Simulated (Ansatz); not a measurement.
V: a run of Ansatz with trial settings.

```yaml
crystal:
  lattice:
    - [-1.513, 1.513, 1.513]
    - [1.513, -1.513, 1.513]
    - [1.513, 1.513, -1.513]
  atoms:
    - { symbol: V, position: [0.0, 0.0, 0.0], spin: 0.51 }
basis:
  ecutwfc: 500
kpoints:
  mp_grid: { grid: [1, 1, 7], shift: [0.5, 0.5, 0] }
hamiltonian:
  xc: r2scan
scf:
  occupations: { method: tetrahedron_uncorrected }
  lower_state_search: "off"
  mixing: { preconditioner: resta }
  initial_density: { chi_scale: 0, normalization: atom }
  max_iter: 76
output:
  forces: false
  stress: false
  eigenvalues: true
  populations: true
magnetization:
  spin_polarized: true
```

Command:

```bash
ansatz run input.yaml --threads 1 --pin off --max-ram 1331MiB --backend cpu --events-out ev --progress --plain --runs-dir out
```

From the log (HF is the Harris–Foulkes energy, dr2 the density residual in eV):

```text
Warning: crystal.symmetry: narrowed to the stabiliser of the k-point mesh — unitary ops 48 → 8; excluded 40 operations that carry a point of the 1×1×7 mesh (shift [0.5, 0.5, 0]) off the mesh (the run samples exactly the mesh kpoints.mp_grid names, as under crystal.symmetry.detect: false, and its converged state has the mesh's symmetry, not the crystal's …
Pseudopotential: V, paw, valence charge 13, recommended cutoff 500 eV (meta_gga)
Crystal: 1 atom, lattice volume = 13.854 Å³
Basis set: ecut = 500 eV, 369 PW (Γ), exchange–correlation on 80×80×80 points (64 copies of the dense FFT grid, shifted against one another)
Bands: 11, of which v1, the nominal top of the filled ones, is band 7 counted from 1 (6 counted from 0)
Symmetry: 8 space group operations
k-points: 4 of 7
PAW frozen core: V, regenerated for the run's functional (the file was generated under x = pbe(κ = 0.804, μ = 0.2195), c = pbe(β = 0.0667))
Initial density: superposition of atomic densities
Starting moments: Σ|m| = 0.51 μB on 1 of 1 site
SCF iter   1: HF=-2917.936117 eV  Δρ=9.41e-2 (↑9.41e-2 ↓5.32e-2) dr2=1.55e0  dr2_τ=2.24e-2  dr2_m=1.52e-1  M=0.075 μB ∫|m|=0.101 μB
SCF iter   2: HF=-2918.041537 eV  Δρ=4.66e-2 (↑4.66e-2 ↓4.39e-2) dr2=2.30e-1  dr2_τ=6.37e-3  dr2_m=7.26e-2  M=0.112 μB ∫|m|=0.117 μB  κ⁻¹=1.0e0(r=1)
SCF iter   3: HF=-2918.161091 eV  Δρ=3.37e-2 (↑3.04e-2 ↓3.37e-2) dr2=1.04e-1  dr2_τ=3.28e-3  dr2_m=4.11e-2  M=0.095 μB ∫|m|=0.100 μB  κ⁻¹=1.7e-2(r=2)
SCF iter   4: HF=-2918.273057 eV  Δρ=1.45e-2 (↑1.45e-2 ↓1.35e-2) dr2=9.38e-4  dr2_τ=5.30e-4  dr2_m=2.43e-2  M=0.080 μB ∫|m|=0.084 μB  κ⁻¹=3.2e-4(r=3)
   ...
SCF iter  15: F=-2918.284457 eV  HF=-2918.284457 eV  Δρ=3.35e-6 (↑2.58e-6 ↓3.35e-6) dr2=2.05e-10  dr2_τ=3.18e-11  dr2_m=1.03e-9  M=0.000 μB ∫|m|=0.000 μB  κ⁻¹=1.3e-7(r=8)
SCF iter  16: F=-2918.284457 eV  HF=-2918.284457 eV  Δρ=8.73e-7 (↑6.20e-7 ↓8.73e-7) dr2=6.22e-11  dr2_τ=4.14e-12  dr2_m=2.54e-11  M=-0.000 μB ∫|m|=0.000 μB  κ⁻¹=2.1e-8(r=8)
SCF iter  17: F=-2918.284457 eV  HF=-2918.284457 eV  Δρ=2.43e-7 (↑2.13e-7 ↓2.43e-7) dr2=2.34e-12  dr2_τ=3.49e-13  dr2_m=4.93e-12  M=0.000 μB ∫|m|=0.000 μB
WARN: the starting moments were not kept: the SCF closed with an absolute magnetisation of 2.4e-5 μB, where they sum to 0.51 μB in size (1 site). That is at most 0.1 of that sum. Measured as dr2_m measures the in/out step, that magnetisation stands 3.1e-10 eV from none, at or under the dr2_threshold of 1.0e-7 eV: it is no larger than a step whose dr2_m would equal this threshold. The system may hold no moment …
SCF 1 converged in 17 iterations: F = -2918.284457 eV  dr2 = 2.34e-12
this state was not tested for a lower state beside it, because the mixer in use, unlike msr1, does not test its closes by its own steps (another_mixer; see scf.mixing.algorithm and scf.lower_state_search)
SCF converged after 17 iterations
Magnetization: 0.0000 μB (6.5000 up, 6.5000 down)
Absolute magnetization: 0.0000 μB (∫|ρ↑−ρ↓|, with the PAW one-centre terms)
Per-site moments (μB) at R_I (Å): [(1.3179e-5, 1.0809)]
Free energy (F): -2918.284457 eV
E sigma→0 (E₀):  -2918.284457 eV
Entropy (-TS):   -0.000131 eV (-0.131 meV/atom)
Fermi energy:    17.161905 eV
```

Settings here are deliberately varied, not converged. The starting moments weren't kept.